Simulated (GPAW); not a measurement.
# HfB2 (P6/mmm) in GPAW: notebook, part 2 of 2

GPAW 26.7.0.

## Step 5: Single point, PBE

Input file run.py:

```python
from ase.dft.bandgap import bandgap
from ase.io import read, write
from ase.units import GPa
from gpaw import GPAW, PW

atoms = read('HfB2.xyz')

calc = GPAW(mode=PW(800),
            xc='PBE',
            kpts={'size': (10, 10, 8), 'gamma': True},
            occupations={'name': 'methfessel-paxton', 'order': 0, 'width': 0.028000000000000004},
            nbands=20,
            convergence={'density': 1e-05, 'energy': 1e-05},
            maxiter=150,
            txt='gpaw.txt')
atoms.calc = calc
energy = atoms.get_potential_energy()
forces = atoms.get_forces()
stress = atoms.get_stress()
calc.write('gs.gpw')
write('result.traj', atoms)
print(f'Energy: {energy:.6f} eV')
print('Forces (eV/A):')
print(forces.round(4))
print('Stress (GPa):', (stress / GPa).round(3))
print('Fermi level:', round(calc.get_fermi_level(), 4), 'eV')
print(f'Gap: {bandgap(calc)[0]:.4f} eV, direct: {bandgap(calc, direct=True)[0]:.4f} eV')
```

Input file HfB2.xyz:

```xyz
3
Lattice="3.1400000000 0.0000000000 0.0000000000 -1.5700000000 2.7193197679 0.0000000000 0.0000000000 0.0000000000 3.4800000000" Properties=species:S:1:pos:R:3 pbc="T T T"
Hf     0.0000000000      0.0000000000      0.0000000000
B      1.5700000002      0.9064399225      1.7400000000
B     -0.0000000002      1.8128798454      1.7400000000
```

Potentials or basis: GPAW PAW data sets (gpaw-data 1.2.1), pw.

On the command line:

```console
$ OMP_NUM_THREADS=1 python run.py
```

gpaw.txt:

```text
__  _  _
 | _ |_)|_||  |
 |__||  | ||/\| - 26.7.0

Input parameters:
  mode=PW(ecut=800.0),
  convergence={'density': 1e-05, 'energy': 1e-05},
  kpts=MonkhorstPack(size=(10, 10, 8), gamma=True),
  maxiter=150,
  nbands=20,
  occupations=Occupations(name='methfessel-paxton', order=0, width=0.028000000000000004),
  xc=XC(name='PBE')

Diagonalizing LCAO Hamiltonian
Converting LCAO to pw mode

         B  B

       Hf

Atoms  # Å, Bohr magnetons
|   | symbol |         x |        y |        z |    initial magnetic moments |
|---|--------|-----------|----------|----------|-----------------------------|
| 0 |     Hf |  0.000000 | 0.000000 | 0.000000 | ( 0.0000,  0.0000,  0.0000) |
| 1 |      B |  1.570000 | 0.906440 | 1.740000 | ( 0.0000,  0.0000,  0.0000) |
| 2 |      B | -0.000000 | 1.812880 | 1.740000 | ( 0.0000,  0.0000,  0.0000) |

Unit cell  # Å
| periodic |         x |        y |        z |  lengths |     angles |
|----------|-----------|----------|----------|----------|------------|
|      yes |  3.140000 | 0.000000 | 0.000000 | 3.140000 |  90.000000 |
|      yes | -1.570000 | 2.719320 | 0.000000 | 3.140000 |  90.000000 |
|      yes |  0.000000 | 0.000000 | 3.480000 | 3.480000 | 120.000000 |

Number of symmetries: 24
Symmetry operations  # r_c * U_cc + t_c -> r_c
|    | kind |            matrix            |
|----|------|------------------------------|
|  0 |  σ   |  1, 1, 0,  0,-1, 0,  0, 0, 1 |
|  1 |  C2  |  1, 1, 0,  0,-1, 0,  0, 0,-1 |
|  2 |  C6  |  1, 1, 0, -1, 0, 0,  0, 0, 1 |
|  3 |  S6  |  1, 1, 0, -1, 0, 0,  0, 0,-1 |
|  4 |  E   |  1, 0, 0,  0, 1, 0,  0, 0, 1 |
|  5 |  σ   |  1, 0, 0,  0, 1, 0,  0, 0,-1 |
|  6 |  σ   |  1, 0, 0, -1,-1, 0,  0, 0, 1 |
|  7 |  C2  |  1, 0, 0, -1,-1, 0,  0, 0,-1 |
|  8 |  σ   |  0, 1, 0,  1, 0, 0,  0, 0, 1 |
|  9 |  C2  |  0, 1, 0,  1, 0, 0,  0, 0,-1 |
| 10 |  C3  |  0, 1, 0, -1,-1, 0,  0, 0, 1 |
| 11 |  S3  |  0, 1, 0, -1,-1, 0,  0, 0,-1 |
| 12 |  C6  |  0,-1, 0,  1, 1, 0,  0, 0, 1 |
| 13 |  S6  |  0,-1, 0,  1, 1, 0,  0, 0,-1 |
| 14 |  σ   |  0,-1, 0, -1, 0, 0,  0, 0, 1 |
| 15 |  C2  |  0,-1, 0, -1, 0, 0,  0, 0,-1 |
| 16 |  σ   | -1, 0, 0,  1, 1, 0,  0, 0, 1 |
| 17 |  C2  | -1, 0, 0,  1, 1, 0,  0, 0,-1 |
| 18 |  C2  | -1, 0, 0,  0,-1, 0,  0, 0, 1 |
| 19 |  i   | -1, 0, 0,  0,-1, 0,  0, 0,-1 |
| 20 |  C3  | -1,-1, 0,  1, 0, 0,  0, 0, 1 |
| 21 |  S3  | -1,-1, 0,  1, 0, 0,  0, 0,-1 |
| 22 |  σ   | -1,-1, 0,  0, 1, 0,  0, 0, 1 |
| 23 |  C2  | -1,-1, 0,  0, 1, 0,  0, 0,-1 |

BZ-sampling:
  Number of BZ points: 800
  Number of IBZ points: 70

  Monkhorst-Pack size: [10, 10, 8]
  Monkhorst-Pack shift: [0.05, 0.05, 0.0625]

K-points  # in reciprocal-cell coordinates
|     |                                coordinates |     weight |
|-----|--------------------------------------------|------------|
|   0 | (  0.00000000,   0.00000000,   0.00000000) | 0.00125000 |
|   1 | (  0.00000000,   0.00000000,   0.12500000) | 0.00250000 |
|   2 | (  0.00000000,   0.00000000,   0.25000000) | 0.00250000 |
|   3 | (  0.00000000,   0.00000000,   0.37500000) | 0.00250000 |
|   4 | (  0.00000000,   0.00000000,   0.50000000) | 0.00125000 |
|   5 | (  0.10000000,   0.00000000,   0.00000000) | 0.00750000 |
|   6 | (  0.10000000,   0.00000000,   0.12500000) | 0.01500000 |
|   7 | (  0.10000000,   0.00000000,   0.25000000) | 0.01500000 |
|   8 | (  0.10000000,   0.00000000,   0.37500000) | 0.01500000 |
|   9 | (  0.10000000,   0.00000000,   0.50000000) | 0.00750000 |
| ... |                                            |            |
|  69 | (  0.50000000,   0.50000000,   0.50000000) | 0.00375000 |

Plane wave coefficients: 1546
Cutoff: 800.0 eV

Spin-components: 1 (collinear spins)
Bands:           20
Projectors:      16
Spin-degeneracy: 2
Datatype:        complex128

Parallelization:
  kpt:    1
  domain: 1
  band:   1

Density:
  Valence electrons: 18.0
  Components: 1
  Grid points: [21 21 24]
  Charge: 0.0  # |e|

Potential:
  Grid points: [21 21 24]

species:
  Hf:
    name:    Hafnium
    Z:       72.0
    valence: 12
    core:    60
    charge:  0.0  # [|e|]
    compensation charges:
      type: gauss
      rc: 0.41  # [Å]
      lmax: 2
    cutoffs:
      filter: 2.36  # [Å]
      core: 4.02  # [Å]
    projectors
    | kind |    occ | energy [eV] | rcut [Å] |
    |------|--------|-------------|----------|
    |   5s |  2.000 |     -66.831 |    1.397 |
    |   6s |  2.000 |      -5.097 |    1.397 |
    |   5p |  6.000 |     -35.599 |    1.307 |
    |   6p |  0.000 |      -1.401 |    1.307 |
    |   5d |  2.000 |      -2.699 |    1.334 |
    |    d |        |      24.513 |    1.334 |

    Using partial waves for Hf as LCAO basis

  B:
    name:    Boron
    Z:       5.0
    valence: 3
    core:    2
    charge:  0.0  # [|e|]
    compensation charges:
      type: gauss
      rc: 0.20  # [Å]
      lmax: 2
    cutoffs:
      filter: 1.14  # [Å]
      core: 1.38  # [Å]
    projectors
    | kind |    occ | energy [eV] | rcut [Å] |
    |------|--------|-------------|----------|
    |   2s |  2.000 |      -9.443 |    0.635 |
    |   2p |  1.000 |      -3.606 |    0.635 |
    |    s |        |      17.768 |    0.635 |
    |    p |        |      23.605 |    0.635 |
    |    d |        |       0.000 |    0.635 |

    Using partial waves for B as LCAO basis

Reference energy: -411225.094410  # eV

eigensolver:
  PPCG
  Converge bands: occupied
  niter=2

density mixing:
  MSR1-Mixer
  Pratt-step length: 0.05
  Maximum mixing coefficient: 0.75
  Old densities: 10
  SVD Regularization: 0.005
  Good broyden scale: 1.0
  Trust region scale: 1.0
  Backstep threshold: 4.0
  History deletion threshold: 6.0
  Fourier metric: weight=20.0, sigma=0.015

occupation numbers:
  Methfessel-Paxton:
    width: 0.0280  # eV
    order: 0

poisson solver:
  ecut: 6400.0  # eV

xc functional:
  name: PBE with 2 nearest neighbor stencil

convergence criteria:
- Maximum integral of absolute [dens]ity change: 1e-05 electrons / valence electron
- Maximum [total energy] change in last 3 cyles: 1e-05 eV / valence electron
- Maximum integral of absolute [eigenst]ate change: 4e-08 eV^2 / valence electron
maximum number of iterations: 150

SCF iterations
|iter     | |      energy | eigst |  dens |
|---------|-|-------------|-------|-------|
|iter:   1| |  -25.135742 | -0.04 |       |
|iter:   2| |  -24.845462 | -2.51 | -0.98 |
|iter:   3| |  -23.933139 | -1.50 | -1.04 |
|iter:   4| |  -23.944342 | -3.13 | -1.77 |
|iter:   5| |  -23.950511 | -3.86 | -2.09 |
|iter:   6| |  -23.950601 | -5.13 | -2.95 |
|iter:   7| |  -23.950603c| -6.77 | -3.88 |
|iter:   8| |  -23.950603c| -7.83c| -4.36 |
|iter:   9| |  -23.950603c| -8.72c| -5.15c|

Converged in 9 steps
Energy contributions relative to reference atoms: (reference = -411225.094410)

Energy contributions:
  Kinetic:          26.625617
  Coulomb:         -23.943421
  Zero:             -0.424360
  External:          0.000000
  Xc:              -26.208228
  Entropy:          -0.000422
  Spinorbit:         0.000000
  ----------------------------
  Free energy:     -23.950814
  Extrapolated:    -23.950603

dipole moment: (-5.676956, -9.832776, -12.583316)  # |e|*Ang

Fermi level: 12.511
Eigenvalues  # (at kpt = [0.000, 0.000, 0.000])
| band index |      eig [eV] | occ [0-2] |
|------------|---------------|-----------|
|          0 |       -48.929 |     2.000 |
|          1 |       -18.003 |     2.000 |
|          2 |       -17.520 |     2.000 |
|          3 |       -17.520 |     2.000 |
|          4 |        -1.072 |     2.000 |
|          5 |         9.668 |     2.000 |
[... 9 lines left out ...]
|         15 |        17.705 |     0.000 |
|         16 |        20.454 |     0.000 |
|        ... |               |           |
|         19 |        33.592 |     0.000 |

No gap
No difference between direct/indirect transitions

Forces  # eV/Ang
|        x |        y |       z |
|----------|----------|---------|
| -0.00000 |  0.00000 | 0.00000 |  # Hf   0
| -0.00000 | -0.00000 | 0.00000 |  # B    1
|  0.00000 |  0.00000 | 0.00000 |  # B    2

Stress tensor  # eV/Ang^3
|         x |         y |         z |
|-----------|-----------|-----------|
| -0.010800 |  0.000000 |  0.000000 |
|  0.000000 | -0.010800 |  0.000000 |
|  0.000000 |  0.000000 | -0.018032 |

# Writing to gs.gpw (mode='')
```

Wall time 31 s (1 thread of Arm Neoverse V2, shared host); peak memory 0.19 GiB.

What came out:

* Free energy: -23.9508 eV
* Pressure: 2.1 GPa
* Band gap on the k mesh: none (metal or under the smearing width)

The run has no spin-orbit coupling, so splittings on Hf are missing.

## Step 6: Single point, PBE

Changes to run.py since step 5:

```diff
@@ -1,3 +1,4 @@
+from ase import Atoms
 from ase.dft.bandgap import bandgap
-from ase.io import read, write
+from ase.io import write
 from ase.units import GPa
@@ -5,3 +6,10 @@
 
-atoms = read('HfB2.xyz')
+atoms = Atoms(['Hf', 'B', 'B'],
+              cell=[[3.14, 0.0, 0.0],
+                    [-1.57, 2.7193197679, 0.0],
+                    [0.0, 0.0, 3.48]],
+              scaled_positions=[[0.0, 0.0, 0.0],
+                                [0.6666666667, 0.3333333333, 0.5],
+                                [0.3333333333, 0.6666666667, 0.5]],
+              pbc=True)
 
@@ -10,3 +18,3 @@
             kpts={'size': (10, 10, 8), 'gamma': True},
-            occupations={'name': 'methfessel-paxton', 'order': 0, 'width': 0.028000000000000004},
+            occupations={'name': 'methfessel-paxton', 'order': 0, 'width': 0.028999999999999998},
             nbands=20,
```

Potentials or basis: GPAW PAW data sets (gpaw-data 1.2.1), pw.

On the command line:

```console
$ OMP_NUM_THREADS=1 python run.py
```

Wall time 30 s (1 thread of Arm Neoverse V2, shared host); peak memory 0.19 GiB.

Results (log left out):

| Item | Value |
| --- | --- |
| Free energy | -23.9508 eV |
| Pressure | 2.1 GPa |
| Band gap on the k mesh | none (metal or under the smearing width) |

Stress tensor (GPa, compression positive):
```
1.73 0.00 0.00
0.00 1.73 0.00
0.00 0.00 2.89
```

Levels at points of the mesh, in eV from the Fermi level:
```
           k point  band 6  band 7  band 8  band 9  band 10  band 11  band 12  band 13
(0.00, 0.00, 0.00)   -2.84   -2.75   -2.75   -2.63     4.17     4.17     4.80     4.80
(0.00, 0.00, 0.50)   -8.19   -1.03   -1.03    0.47     0.47     1.15     1.15     2.38
(0.50, 0.50, 0.00)   -8.91   -3.97   -3.28   -2.71     2.28     2.88     5.72     5.85
(0.50, 0.50, 0.50)   -7.36   -4.81   -4.55   -2.54     4.18     4.31     6.38     7.32
```

## Step 7: Summary

| smearing | gap on the mesh (eV) | pressure (GPa) |
| --- | --- | --- |
| gaussian 0.025 eV | none | 2.1 |
| gaussian 0.026 eV | none | 2.1 |
| gaussian 0.027 eV | none | 2.1 |
| gaussian 0.028 eV | none | 2.1 |
| gaussian 0.029 eV | none | 2.1 |

Alike in all rows: task single point; level PBE; potentials or basis GPAW PAW data sets (gpaw-data 1.2.1), pw; no spin polarisation; cell as given; k mesh 10 × 10 × 8; cutoff (eV) 800.

Every run on the cell as given and a fine mesh finds a metal.

Absolute energies hang on the potentials; compare differences alone.
